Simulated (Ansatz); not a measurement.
# SnTe (100): surface energy and levels, part 2 of 2

The task, for SnTe: cut the (100) surface, relax it and get its surface energy and levels.

Ansatz 0.2.0; DFT r2SCAN, scalar-relativistic, plane waves, PAW.

## (4) Relaxing the (100) slab

The COD entry's cell or inner coordinates are ideal or old and differ from later refinements, so a difference from it is no clean test against experiment.

The input, input.yaml:

```yaml
crystal:
  lattice:
    - [4.5051179667, 0.0, 0.0]
    - [0.0, 4.5051179667, 0.0]
    - [0.0, 0.0, 27.7423978572]
  atoms:
    - { symbol: Sn, position: [0.5, 0.5, 0.2703443314] }
    - { symbol: Te, position: [0.0, 0.0, 0.2703443314] }
    - { symbol: Sn, position: [0.0, 0.0, 0.3851721657] }
    - { symbol: Te, position: [0.5, 0.5, 0.3851721657] }
    - { symbol: Sn, position: [0.5, 0.5, 0.5] }
    - { symbol: Te, position: [0.0, 0.0, 0.5] }
    - { symbol: Sn, position: [0.0, 0.0, 0.6148278343] }
    - { symbol: Te, position: [0.5, 0.5, 0.6148278343] }
    - { symbol: Sn, position: [0.5, 0.5, 0.7296556686] }
    - { symbol: Te, position: [0.0, 0.0, 0.7296556686] }
basis:
  ecutwfc: 500
kpoints:
  mp_grid: { grid: [8, 8, 1] }
hamiltonian:
  xc: r2scan
scf:
  occupations: { method: gaussian, width: 0.05 }
output:
  forces: true
  eigenvalues: true
  write_density: true
  write_potential: true
  elf: true
  volumetric_format: npy
relax:
  adjacent_minimum: "off"
  f_tol: 0.02
  max_steps: 60
efield:
  axis: 3
  dipole_correction: true
```

The run is started by

```bash
> ansatz run input.yaml --threads 2 --pin off --max-ram 5120MiB --backend cpu --events-out ev --progress --plain --runs-dir out
```

Log:

```text
Warning: RAYON_NUM_THREADS=2 ignored (pool sized by the plan → 2); use --threads N
Engine: ansatz 0.2.0, aarch64-unknown-linux-gnu
Pseudopotentials: kind: paw
Pseudopotential: Sn, paw, valence charge 14, recommended cutoff 500 eV (meta_gga), Sn.paw.azcp
Pseudopotential: Te, paw, valence charge 16, recommended cutoff 500 eV (meta_gga), Te.paw.azcp
Functional definition: r2SCAN
  parameter k0 = 0.174
  parameter k1 = 0.065
  parameter a1 = 4.9479
  exchange = r2scan_x(k0 = k0, k1 = k1, a1 = a1)
  correlation = r2scan_c
Crystal: 10 atoms, lattice volume = 563.062 Å³
Basis set: ecut = 500 eV, 14305 PW (Γ), exchange–correlation on 144×144×864 points (64 copies of the dense FFT grid, shifted against one another)
Bands: 90, of which v1, the nominal top of the filled ones, is band 75 counted from 1 (74 counted from 0)
Symmetry: 8 space group operations
k-points: 15 of 64
Non-local potential: Sn, projectors of the file, l = 0: 2, l = 1: 2, l = 2: 2, l = 3: 2
Non-local potential: Te, projectors of the file, l = 0: 2, l = 1: 2, l = 2: 2, l = 3: 2
PAW form: soft (Blöchl's): semilocal exchange-correlation on the pseudo side does not see the compensation charge
PAW frozen core: Sn, regenerated for the run's functional (the file was generated under x = pbe(κ = 0.804, μ = 0.2195149727645171), c = pbe(β = 0.06672455060314922))
PAW frozen core: Te, regenerated for the run's functional (the file was generated under x = pbe(κ = 0.804, μ = 0.2195149727645171), c = pbe(β = 0.06672455060314922))
PAW one-centre angular grid: Sn, 590 points (default); XC on 249 of its mesh's 2787 points in the sphere
PAW one-centre angular grid: Te, 590 points (default); XC on 160 Gauss nodes
Initial density: superposition of atomic densities (neutral atoms: chi_scale 0, normalization atom), corrected by the library's trained network
Initial wavefunctions: pseudopotential atomic-orbital guess
Functional: x = r2scan, c = r2scan; τ floored in thin density (d = 2e-4 eV/Å³)
SCF iter   1: F=—  HF=-65169.230894 eV  |F-HF|=—  |Δ(HF+E_count)|=         —  Δρ=2.91e-3  dr2=9.06e-2  dr2_τ=3.68e-3  ethr=1.77e-3  p=0.000 e·Å  D=5.74e-14 V/Å  ΔV_dip=-0.00 eV  dr2_dipole=1.57e-7  V_vac-E_F(+/−)=4.18/4.18 eV  ⟨swp⟩=7.8  Hψ=5608  notcnv=0  defer=14
efield: sawtooth ramp at fractional position 0.9500 (placed from the atoms, in the widest stretch of the axis that holds none; the zero of the levels goes with the place), width 0.1000; the density the first Hamiltonian is built on has a dipole p = 0.000 e·Å; the dipole correction subtracts the counter field D = 5.74e-14 V/Å, which shifts the + side's vacuum level by -0.00 eV against the − side's; the planar-averaged density in the ramp window peaks in size at 3.7e-5 e/Å³
preconditioner: auto → Resta (q_TF=auto, 2.189 Å⁻¹)  ε∞=2.9  [insulator: Δε(μ)=0.451 eV  Ē_g=8.088 eV  σ=0.050 eV  W_gap=1.00  n_scr=114 (ndim 8)  ℏωp=11.1 eV  f_vac=0.405  D(μ)=0.00/eV (n_scr^D=0)  ε∞_Penn≈2.9  vacuum switching on, ρ_ref=4.7e-3 e/Å³]
SCF iter   2: F=—  HF=-65169.267515 eV  |F-HF|=—  |Δ(HF+E_count)|=   3.66e-2  Δρ=1.41e-3  dr2=6.24e-2  dr2_τ=2.64e-4  ethr=6.04e-5  p=0.000 e·Å  D=5.69e-5 V/Å  ΔV_dip=-0.00 eV  dr2_dipole=2.68e-6  V_vac-E_F(+/−)=4.23/4.23 eV  ⟨swp⟩=2.8  Hψ=2386  notcnv=0  defer=123
SCF iter   3: F=—  HF=-65169.264800 eV  |F-HF|=—  |Δ(HF+E_count)|=   2.71e-3  Δρ=9.77e-4  dr2=2.09e-2  dr2_τ=1.01e-4  ethr=4.16e-5  p=-0.000 e·Å  D=-1.15e-4 V/Å  ΔV_dip=0.00 eV  dr2_dipole=1.14e-5  V_vac-E_F(+/−)=4.09/4.09 eV  ⟨swp⟩=2.0  Hψ=1468  notcnv=0  defer=123
SCF iter   4: F=—  HF=-65169.264336 eV  |F-HF|=—  |Δ(HF+E_count)|=   4.65e-4  Δρ=5.06e-4  dr2=2.63e-3  dr2_τ=2.38e-5  ethr=1.39e-5  p=0.001 e·Å  D=4.09e-4 V/Å  ΔV_dip=-0.01 eV  dr2_dipole=1.42e-4  V_vac-E_F(+/−)=4.08/4.09 eV  ⟨swp⟩=2.0  Hψ=1288  notcnv=0  defer=123
SCF iter   5: F=—  HF=-65169.264818 eV  |F-HF|=—  |Δ(HF+E_count)|=   4.82e-4  Δρ=2.03e-4  dr2=2.49e-3  dr2_τ=3.20e-6  ethr=1.75e-6  p=-0.005 e·Å  D=-1.66e-3 V/Å  ΔV_dip=0.05 eV  dr2_dipole=2.38e-3  V_vac-E_F(+/−)=4.08/4.04 eV  ⟨swp⟩=2.0  Hψ=1532  notcnv=0  defer=123
SCF iter   6: F=—  HF=-65169.264659 eV  |F-HF|=—  |Δ(HF+E_count)|=   1.59e-4  Δρ=1.34e-4  dr2=1.30e-4  dr2_τ=1.28e-6  ethr=1.66e-6  p=0.000 e·Å  D=9.39e-5 V/Å  ΔV_dip=-0.00 eV  dr2_dipole=6.31e-6  V_vac-E_F(+/−)=4.05/4.05 eV  ⟨swp⟩=1.8  Hψ=1265  notcnv=0  defer=123
SCF iter   7: F=—  HF=-65169.264786 eV  |F-HF|=—  |Δ(HF+E_count)|=   1.27e-4  Δρ=7.80e-5  dr2=5.26e-5  dr2_τ=7.77e-7  ethr=8.68e-8  p=0.000 e·Å  D=1.24e-5 V/Å  ΔV_dip=-0.00 eV  dr2_dipole=2.07e-7  V_vac-E_F(+/−)=4.04/4.04 eV  ⟨swp⟩=2.4  Hψ=2233  notcnv=0  defer=119
SCF iter   8: F=—  HF=-65169.264786 eV  |F-HF|=—  |Δ(HF+E_count)|=   3.80e-7  Δρ=4.48e-5  dr2=1.27e-5  dr2_τ=8.78e-8  ethr=3.51e-8  p=0.000 e·Å  D=8.51e-6 V/Å  ΔV_dip=-0.00 eV  dr2_dipole=6.86e-8  V_vac-E_F(+/−)=4.03/4.03 eV  ⟨swp⟩=3.0  Hψ=2370  notcnv=0  defer=119
SCF iter   9: F=-65169.264786 eV  HF=-65169.264786 eV  |F-HF|=5.68e-8  |Δ(HF+E_count)|=   3.42e-7  Δρ=8.83e-6  dr2=1.27e-6  dr2_τ=1.33e-8  ethr=6.67e-9  p=-0.000 e·Å  D=-4.24e-6 V/Å  ΔV_dip=0.00 eV  dr2_dipole=1.28e-8  V_vac-E_F(+/−)=4.03/4.03 eV  ⟨swp⟩=19.7  Hψ=14486  notcnv=0
SCF 1 converged in 9 iterations: F = -65169.264786 eV  dr2 = 1.27e-6
relax step   1: F+E_penalty+E_count = -65169.26478601 eV  Δ(F+E_penalty+E_count) = +0.000e0 eV  max|allowed force component| = 4.599e-1 eV/Å  Δτ_max = 0.0000 Å  (9 SCF iters, dr2 threshold 1.00e-5 eV, accepted)
[... 16 lines left out ...]
relax step   2: F+E_penalty+E_count = -65169.42193212 eV  Δ(F+E_penalty+E_count) = -1.571e-1 eV  max|allowed force component| = 5.903e-2 eV/Å  Δτ_max = 0.1930 Å  (10 SCF iters, dr2 threshold 1.32e-5 eV, accepted)
[... 12 lines left out ...]
relax step   3: F+E_penalty+E_count = -65169.42472103 eV  Δ(F+E_penalty+E_count) = -2.789e-3 eV  max|allowed force component| = 2.574e-2 eV/Å  Δτ_max = 0.0369 Å  (9 SCF iters, accepted)
[... 10 lines left out ...]
relax step   4: F+E_penalty+E_count = -65169.42489700 eV  Δ(F+E_penalty+E_count) = -1.760e-4 eV  max|allowed force component| = 1.498e-3 eV/Å  Δτ_max = 0.0046 Å  (7 SCF iters, accepted)
iter 1 solved again at ethr=5.60e-11 eV; its pass at ethr=3.10e-3 eV (dr2=8.40e-8 eV) is discarded
SCF iter   1: F=—  HF=-65169.424897 eV  |F-HF|=—  |Δ(HF+E_count)|=         —  Δρ=2.77e-6  dr2=8.41e-8  dr2_τ=4.73e-10  ethr=5.60e-11  p=-0.000 e·Å  D=-2.22e-6 V/Å  ΔV_dip=0.00 eV  dr2_dipole=1.01e-8  V_vac-E_F(+/−)=4.00/4.00 eV  ⟨swp⟩=1.0  Hψ=3767  notcnv=0
efield: sawtooth ramp at fractional position 0.9500 (kept from the solve that this one continues, or follows in the run), width 0.1000; the density the first Hamiltonian is built on has a dipole p = -0.000 e·Å; the dipole correction subtracts the counter field D = -2.22e-6 V/Å, which shifts the + side's vacuum level by +0.00 eV against the − side's; the planar-averaged density in the ramp window peaks in size at 1.6e-6 e/Å³
preconditioner: auto → Resta (q_TF=auto, 2.189 Å⁻¹)  ε∞=2.8  [insulator: Δε(μ)=0.495 eV  Ē_g=8.165 eV  σ=0.050 eV  W_gap=1.00  n_scr=114 (ndim 8)  ℏωp=11.1 eV  f_vac=0.415  D(μ)=0.00/eV (n_scr^D=0)  ε∞_Penn≈2.8  vacuum switching on, ρ_ref=4.8e-3 e/Å³]
SCF iter   2: F=—  HF=-65169.424897 eV  |F-HF|=—  |Δ(HF+E_count)|=   1.76e-8  Δρ=1.48e-6  dr2=1.24e-7  dr2_τ=3.34e-10  ethr=5.60e-11  p=0.000 e·Å  D=1.21e-5 V/Å  ΔV_dip=-0.00 eV  dr2_dipole=8.20e-8  V_vac-E_F(+/−)=4.00/4.00 eV  ⟨swp⟩=10.9  Hψ=8423  notcnv=0
SCF iter   3: F=-65169.424897 eV  HF=-65169.424897 eV  |F-HF|=1.21e-7  |Δ(HF+E_count)|=   1.67e-9  Δρ=1.30e-6  dr2=7.02e-8  dr2_τ=1.62e-10  ethr=5.60e-11  p=-0.000 e·Å  D=-8.12e-6 V/Å  ΔV_dip=0.00 eV  dr2_dipole=6.58e-8  V_vac-E_F(+/−)=4.00/4.00 eV  ⟨swp⟩=7.9  Hψ=8569  notcnv=0
SCF 5 converged in 3 iterations: F = -65169.424897 eV  dr2 = 7.02e-8
WARN: The output density's exchange-correlation potential varies sharply where the density is thin. Do not read a vacuum level from v_tot or v_xc, or from such a field of the output density. On a cell that repeats whose density bears no net charge and no dipole along the vacuum's axis use v_es (v_loc + v_h of the components); under efield.dipole_correction with no amplitude use v_es + v_field, which holds any external_charges[].barrier, or the levels of the report's work_function block, which leave it out; under a non-zero efield.amplitude the vacuum is tilted and has no level; on a cell that repeats and bears such a dipole with no correction it is tilted too, and efield.dipole_correction with no amplitude gives each side of its ramp a level where efield: is served; in a cell that repeats whose density bears a net charge (total_charge, or a fill off its count) it is curved and has none; of a slab under crystal.periodic whose density bears no net charge use v_es, which has a level on each side, short of where the two are joined; of another it falls or rises all the way out and has none; of a slab beside external_charges read slab_vacuum_level instead, which it has where they leave it neutral. The grid or the basis barely resolves most such structure, and the values can differ between equally converged runs; as a rule a tighter scf.convergence.dr2_threshold does not remove it. Where the density itself ripples (under the LDA too) a higher basis.ecutwfc lessens it. The files hold the spikes' plane waves up to the density's cutoff. Files: v_tot_of_output_density and the like, and their columns of v_z.tsv (output.write_potential); v_xc_of_output_density and the like, and their columns of v_comp_z.tsv (output.write_potential_components). Measured: with its Gaussian average of σ = 0.25 Å subtracted twice, the exchange-correlation potential is over 0.1 eV at 1018 of the grid points where the equally averaged density (valence and model cores) is under 1e-3 e/Å³, and 0.895 eV at the most among them, at an averaged density of 5.4e-9 e/Å³. The input density's (outcome.potential() and, of a run that writes arrays, v_tot and v_xc) is over 0.1 eV, so measured, at 78 points of its own thin density, 0.155 eV at the most. See output.write_potential in the manual, Limitations
SCF converged after 3 iterations
Free energy (F): -65169.424897 eV
Harris-Foulkes:  -65169.424897 eV  (|F-HF|=1.21e-7)
Internal energy: -65169.424897 eV  (E = F + TS)
E sigma→0 (E₀):  -65169.424897 eV
Fermi energy:    3.559297 eV
Dipole field:    D = 0.000198 V/Å  (p = 0.000615 e·Å, saw-weighted, corrected)
Work function:   Φ+ = 3.9972 eV   Φ− = 4.0027 eV
Levels:          The Fermi level and band energies are counted from a zero that moves with the ramp; work functions are not
--- Per-component energies (eV) ---
  E_band       = -2777.445283
  E_kinetic    = 1823.740943
  E_local      = -100924.713695  (includes V_loc(G=0)·N_el)
  E_nonlocal   = -1718.280465
  E_hartree    = 51402.826179
  E_xc         = -2452.250561
  E_vxc        = -1082.709919  (∫ρ·V_xc dr)
  E_paw        = -44211.026360  (= ΣΔE_a)
  E_vpaw       = -3748.533705  (= ΣTr[D̂ρ^β])
  E_aug_tail   = -0.000185  (compensation charges beyond the density's cutoff)
  E_vtau       = 67.403539  (kinetic-family band-sum trace: ∫τ·v_τ [+ j·A + Jᵃ·Aᵃ] dr)
  E_efield     = 0.000000  (sawtooth field / dipole correction)
  E_vefield    = 0.000000  (∫n·V_field dr)
  E_ewald      = 30905.178371
  E_core_change = 5.100877  (= ΣΔE_core)
  E_smearing   = -0.000000  (= −TS)
  E_closure    = -0.000000  (closes the sum)
  Σ components = -65169.424897   (vs F -65169.424897, Δ=0.00e0)
--- Forces (eV/Å), atoms counted from 1 ---
  atom   1  Sn     0.00000000     0.00000000    -0.00118128
  atom   2  Te    -0.00000000     0.00000000     0.00028771
  atom   3  Sn     0.00000000     0.00000000     0.00071314
  atom   4  Te    -0.00000000     0.00000000     0.00138535
  atom   5  Sn    -0.00000000     0.00000000     0.00007814
  atom   6  Te     0.00000000     0.00000000    -0.00001394
  atom   7  Sn     0.00000000     0.00000000    -0.00055147
  atom   8  Te    -0.00000000     0.00000000    -0.00151282
  atom   9  Sn     0.00000000     0.00000000     0.00124445
  atom  10  Te    -0.00000000     0.00000000    -0.00035565
  max |Σ_I F_I| component: 9.36e-5 eV/Å
--- Band table (eV; the first three rows and the last of 15) ---
  k-point 0: bands = ["-34.5926", "-34.5925", "-34.5769", "-34.5769", "-34.5768", "-34.5768", "-34.5614", "-34.5613", "-34.5567", "-34.5566", "-34.2709", "-34.2657", "-34.2490", "-34.2490", "-34.2484", "-34.1793", "-34.1791", "-34.1742", "-34.1740", "-34.1520", "-34.1520", "-34.1520", "-34.1518", "-34.1518", "-34.1518", "-19.2867", "-19.2624", "-19.2624", "-19.2444", "-19.2431", "-19.2088", "-19.2085", "-19.1816", "-19.1816", "-19.1814", "-19.1814", "-19.1784", "-19.1782", "-19.1772", "-19.1770", "-19.1622", "-19.1621", "-19.1618", "-19.1617", "-19.1464", "-19.1463", "-19.1350", "-19.1350", "-19.1349", "-19.1349", "-9.6174", "-9.4667", "-8.7916", "-8.3350", "-8.1146", "-3.2958", "-3.2086", "-2.9832", "-2.3058", "-1.5499", "-1.3633", "-0.2984", "-0.2909", "-0.2909", "-0.1175", "-0.1175", "0.4788", "0.4788", "0.9562", "0.9562", "1.1700", "1.1700", "1.2992", "1.7566", "2.4002", "4.5803", "5.5817", "5.7264", "6.1498", "6.3851", "7.0085", "7.0085", "7.0557", "7.1363", "7.1363", "7.4306", "7.5822", "7.5822", "7.7834", "7.8461"]
[... 3 lines left out ...]
--- Relaxed structure (4 steps of the walk, 4 accepted, 0 SCFs on fresh bases) ---
  F+E_penalty+E_count = -65169.42489700 eV   max|allowed force component| = 1.498e-3 eV/Å
  atoms:
    - { symbol: Sn, position: [0.5, 0.5, 0.27653001297429275] }
    - { symbol: Te, position: [2.9599245758038708e-36, 0.0, 0.2723163301382576] }
    - { symbol: Sn, position: [1.0395219052421046e-36, 0.0, 0.38139066885645617] }
    - { symbol: Te, position: [0.5, 0.5, 0.38396912636519026] }
    - { symbol: Sn, position: [0.5, 0.5, 0.5000001580854554] }
    - { symbol: Te, position: [6.220432473056659e-37, 0.0, 0.49999950414687633] }
    - { symbol: Sn, position: [-9.226278427985817e-37, 0.0, 0.6186094884511055] }
    - { symbol: Te, position: [0.5, 0.5, 0.6160311004531862] }
    - { symbol: Sn, position: [0.5, 0.5, 0.7234701735706071] }
    - { symbol: Te, position: [-2.3629299651615314e-36, 0.0, 0.7276834369585716] }
```

It took 8.6 min on 2 threads of Arm Neoverse V1, shared host; peak memory 2.5 GiB.

Relaxation path:

| step | E - E(step 1) (eV/cell) | largest force component (eV/Å) |
| --- | --- | --- |
| 1 | 0.0000 | 0.4599 |
| 2 | -0.1571 | 0.0590 |
| 3 | -0.1599 | 0.0257 |
| 4 | -0.1601 | 0.0015 |

Step 1 is the start.

From the log: gap on the mesh 0.49 eV (a mesh can miss band crossings, so it may be none).

Plane-averaged electrostatic potential energy of an electron across the slab, counted from the valence-band top:

z (Å), V (eV) and a bar:
```
     1.80       4.25 ##############################
     2.31       4.25 ##############################
     2.83       4.25 ##############################
     3.34       4.25 ##############################
     3.85       4.25 ##############################
     4.37       4.24 ##############################
     4.88       4.22 ##############################
     5.14       4.18 ##############################
     5.65       3.96 #############################
     6.16       3.03 ##########################
     6.68      -0.84 ############
     7.19      -3.36 ###
     7.71      -1.36 ##########
     8.22      -4.25 
     8.73       0.77 ##################
     9.25       1.91 ######################
     9.76      -2.32 #######
    10.27      -3.39 ###
    10.79      -1.78 #########
    11.05      -3.75 ##
    11.56      -1.02 ###########
    12.07       2.55 ########################
    12.59       2.00 ######################
    13.10      -3.10 ####
    13.61      -2.41 #######
    14.13      -2.41 #######
    14.64      -3.10 ####
    15.16       2.00 ######################
    15.67       2.55 ########################
    16.18      -1.03 ###########
    16.70      -3.75 ##
    16.95      -1.78 #########
    17.47      -3.39 ###
    17.98      -2.32 #######
    18.49       1.91 ######################
    19.01       0.76 ##################
    19.52      -4.25 
    20.04      -1.36 ##########
    20.55      -3.36 ###
    21.06      -0.85 ############
    21.58       3.02 ##########################
    22.09       3.95 #############################
    22.60       4.18 ##############################
    22.86       4.21 ##############################
    23.38       4.24 ##############################
    23.89       4.24 ##############################
    24.40       4.24 ##############################
    24.92       4.24 ##############################
    25.43       4.24 ##############################
    25.94       4.25 ##############################
```

Density in a lattice plane of the grid's cell (edges 4.51 and 27.74 Å, at 0.000 of the third edge), which holds Te and Sn.

Ten even steps from '0' (0.00 e/Å³) to '9' (16.92 e/Å³):
```
000000
000000
000000
000000
200000
100000
000000
300000
000000
910001
000000
300000
000000
100000
200000
000000
000000
000000
000000
000000
```
Columns run along the first of these edges and rows up along the second, over one cell in 6 and 20 even steps from the bottom left corner. Atoms in the plane (fractional): Te at (0.00, 0.27), Sn at (0.00, 0.38), Te at (0.00, 0.50), Sn at (1.00, 0.62), Te at (1.00, 0.73).

ELF in the same plane.

Ten even steps from '0' (0.00) to '9' (0.62):
```
000000
000000
000000
971017
487078
686068
441014
153035
982028
268086
982028
153035
441014
686068
487078
971017
000000
000000
000000
000000
```
Columns run along the first of these edges and rows up along the second, over one cell in 6 and 20 even steps from the bottom left corner. Atoms in the plane (fractional): Te at (0.00, 0.27), Sn at (0.00, 0.38), Te at (0.00, 0.50), Sn at (1.00, 0.62), Te at (1.00, 0.73).

Both are smooth fields of the valence electrons: close to the nuclei they are not physical.

The highest ELF values outside the cores: 0.79 beside Te, off the lines to its neighbours, 1.4 Å from Te; 0.69 on the Te–Sn line, 1.3 Å from Te; 0.67 beside Sn, off the lines to its neighbours, 1.5 Å from Sn.

## (5) What the (100) slab gives

γ = (E_slab − N E_bulk) / (2A); here N = 10 and A = 20.30 Å².

|  | as cut | relaxed |
| --- | --- | --- |
| surface energy, mean of both faces | 0.26 J/m² | 0.20 J/m² |
| gap of the slab on the mesh | 0.43 eV | 0.49 eV |
| bulk valence top under the vacuum level | 3.97 eV | 3.87 eV |
| bulk conduction bottom under the vacuum level | 3.84 eV | 3.74 eV |
| dipole along +c (e·Å/cell) | 0.000 | 0.001 |

The bulk's band edges are placed through the mean potential in the slab's middle.

How the layers moved (bottom to top):

```tsv
plane	atoms	spacing to the next, as cut (Å)	relaxed (Å)	change (%)	rumpling (Å)
1	SnTe	3.186	3.003	-5.7	0.117
2	SnTe	3.186	3.255	+2.2	0.072
3	SnTe	3.186	3.255	+2.2	0.000
4	SnTe	3.186	3.003	-5.7	0.072
5	SnTe				0.117
```

## (6) What came out

What follows sums up all 2 parts.

| quantity | value |
| --- | --- |
| surface energy, (100), cut with SnTe on top | 0.20 J/m² |
| bulk valence top under the vacuum level, (100), cut with SnTe on top | 3.87 eV |

In words: The outermost spacing of (100) contracts by 5.7 %, and relaxation gains 0.063 J/m² a face. The top plane rumples by 0.12 Å. Gaps are read on the k points sampled, so a crossing between them can be missed. Spin-orbit coupling is left out, which matters for the bands of Te.
